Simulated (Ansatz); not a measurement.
Crystal: Sb.

```xyz
1
Lattice="-1.5765 1.5765 2.7119 1.5765 -1.5765 2.7119 1.5765 1.5765 -2.7119" Properties=species:S:1:pos:R:3 pbc="T T T"
Sb    0.0000    0.0000    0.0000
```

This isn't the form of Sb at room conditions, which is rhombohedral.

* Program: Ansatz 0.2.0
* Task: relaxation of cell and atoms
* Functional: PBE
* Dispersion: D4
* Potentials or basis: Ansatz PAW
* Cutoff: 420 eV (not typed: the program's choice for these potentials)
* k mesh: 12 × 12 × 12
* Occupations: fermi-dirac, width 0.05 eV
* Spin: no spin polarisation

At the start: volume 26.96 Å³/atom.

Problem. How do energy, volume and symmetry change on relaxing?

Solution. It ends after 6 steps and the volume is 26.31 Å³/atom (-2.4 %); space group I4/mmm (No. 139, to 0.05 Å).

The path:
```tsv
step	energy change (eV)	largest force (eV/Å)	volume (Å³)
1	0.0000	0.0000	26.96
2	-0.0028	0.0000	26.21
3	-0.0040	0.0000	26.30
4	-0.0060	0.0000	26.35
5	-0.0063	0.0000	26.31
6	-0.0062	0.0000	26.31
```

Final structure:
```
Sb
1.0
    -1.58923    1.58923    2.60432
     1.58923   -1.58923    2.60432
     1.58923    1.58923   -2.60432
Sb
1
Direct
  0.00000 0.00000 0.00000
```

Caveat: the plane-wave basis is chosen anew once the cell has moved, so the energies of steps on either side of that aren't comparable; pairwise dispersion overbinds metals, which lowers pressure and volume.
